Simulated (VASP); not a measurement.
The system is Zn.

```xyz
1
Lattice="-1.5690 1.5690 1.5690 1.5690 -1.5690 1.5690 1.5690 1.5690 -1.5690" Properties=species:S:1:pos:R:3 pbc="T T T"
Zn    0.0000    0.0000    0.0000
```

This isn't the form of Zn at room conditions, which is hcp.

| Property | Result |
| --- | --- |
| Program | VASP 6.6.1 |
| Task | single point |
| Functional | PBEsol |
| Potentials or basis | VASP PAW PBE potentials, release 64 (Zn) |
| Cutoff | 520 eV |
| k mesh | 12 × 12 × 12 |
| Occupations | fermi-dirac, width 0.05 eV |
| Spin | no spin polarisation |

On this cell: pressure -4.9 GPa; band gap on the k mesh none (metal or under the smearing width).

The same run follows on a disturbed copy (cell strained at random at fixed volume):

```xyz
1
Lattice="-1.5271 1.5617 1.5269 1.4865 -1.6588 1.5833 1.5658 1.6975 -1.6240" Properties=species:S:1:pos:R:3 pbc="T T T"
Zn   -0.0200    0.0572    0.0050
```

Question: What changes?

Answer: The energy (extrapolated to zero smearing) moves by -8.2 meV/atom; pressure -4.6 GPa; band gap on the k mesh none (metal or under the smearing width).

Stress tensor (GPa, compression positive):
```
-5.82  0.60  0.19
 0.60 -3.98 -1.38
 0.19 -1.38 -4.15
```

The energy falls, though the first cell shows no forces: that form is unstable against this distortion, unless noise or another electronic state is at work.

Caveats: the PAW data sets were made with another functional, which shifts forces and pressure a little.
